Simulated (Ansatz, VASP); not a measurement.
Two plane-wave programs on SiC

```
Si C
1.0
     3.04108    0.00000    0.00000
    -1.52054    2.63365    0.00000
     0.00000    0.00000    5.02117
Si C
2 2
Direct
  0.33333 0.66667 0.00494
  0.66667 0.33333 0.50494
  0.33333 0.66667 0.38006
  0.66667 0.33333 0.88006
```

Change from the starting cell: in-plane strain -0.005, out-of-plane length and atoms relaxed by PAW.

Alike in both runs: functional LDA; k mesh 8 × 8 × 4; no spin polarisation.

Ansatz relaxed the structure, and its values are those at the end. VASP's run is a single point on that final structure, the one shown.

|  | VASP | Ansatz |
| --- | --- | --- |
| version | VASP 6.6.1 | Ansatz 0.2.0 |
| potentials or method | VASP PAW LDA potentials, release 64 (Si, C) | PAW with Ansatz's default frozen-core files, scalar-relativistic |
| plane-wave cutoff (eV) | 520 | 420 |
| occupations | gaussian, width 0.01 eV | fixed |
| valence electrons in the cell | 16 | 16 |

Ansatz gave:

| Property | Result |
| --- | --- |
| gap on the k mesh at the Fermi level (eV) | 2.33 |
| pressure (GPa) | 2.1 |

Question: Which values does VASP return?

Answer: gap on the k mesh at the Fermi level (eV): 2.32; pressure (GPa): 2.5.

A k mesh can miss the band edges.
